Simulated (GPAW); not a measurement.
Write an ASE script for GPAW 26.7.0 that does the following.

```yaml
Task: single point
Functional: RPBE
Potentials_or_basis: the program's PAW data sets (release 1.2.1) made for this functional
Cutoff: 450 eV
Basis: pw
k_mesh: 8 × 8 × 1
Occupations: fermi-dirac, width 0.05 eV
Spin: no spin polarisation
Maxiter: 150
Dipole_layer: yes
```

The structure of ZnS lies in POSCAR:

```
ZnS
1.0
    3.8109987816      0.0000000000      0.0000000000
   -1.9054993908      3.3004217586      0.0000000000
    0.0000000000      0.0000000000     18.8339100000
S Zn S Zn
1 1 1 1
Direct
    0.3333333333      0.6666666666      0.3982178953
    0.6666666667      0.3333333334      0.4362827474
    0.6666666667      0.3333333334      0.5637172526
    0.3333333333      0.6666666666      0.6017821047
```

The cell isn't the ideal one: the (0 0 1) slab of ZnS, cut from the database cell, not relaxed.

The input as run:

run.py

```python
import numpy as np
from ase.dft.bandgap import bandgap
from ase.io import read, write
from gpaw import GPAW, PW

atoms = read('POSCAR')
atoms.pbc = (True, True, False)

calc = GPAW(mode=PW(450),
            xc='RPBE',
            kpts={'size': (8, 8, 1), 'gamma': True},
            occupations={'name': 'fermi-dirac', 'width': 0.05},
            nbands=31,
            convergence={'density': 1e-05, 'energy': 1e-05},
            maxiter=150,
            poissonsolver={'dipolelayer': 'xy'},
            txt='gpaw.txt')
atoms.calc = calc
energy = atoms.get_potential_energy()
forces = atoms.get_forces()
calc.write('gs.gpw')
write('result.traj', atoms)
print(f'Energy: {energy:.6f} eV')
print('Forces (eV/A):')
print(forces.round(4))
print('Fermi level:', round(calc.get_fermi_level(), 4), 'eV')
print(f'Gap: {bandgap(calc)[0]:.4f} eV, direct: {bandgap(calc, direct=True)[0]:.4f} eV')

v = calc.get_electrostatic_potential().mean(axis=(0, 1))
z = np.arange(len(v)) * atoms.cell[2, 2] / len(v)
ef = calc.get_fermi_level()
np.savetxt('planar.dat', np.c_[z, v], fmt='%.4f')
below, above = np.interp([1.5, atoms.cell[2, 2] - 1.5], z, v) - ef
print(f'Work functions: bottom {below:.4f} eV, top {above:.4f} eV')
print('Dipole moment:', *calc.get_dipole_moment().round(5), 'e A')
```

Potentials or basis: the program's PAW data sets (release 1.2.1) made for this functional, pw.

Launch:

```bash
$ OMP_NUM_THREADS=1 python run.py
```

It gave:

The largest force is 1.597 eV/Å, the band gap on the k mesh is 0.18 eV, direct and the dipole across the slab is 0.30 e·Å. The ionisation potential of the upper face is 2.20 eV, the electron affinity of the upper face is 2.03 eV and the work function of the upper face is 2.11 eV. The work function of the lower face is 6.38 eV.

Caveat: the Fermi level lies in a gap.

It took 39 s on 1 thread of Arm Neoverse V1 (shared host), peak memory 0.21 GiB.
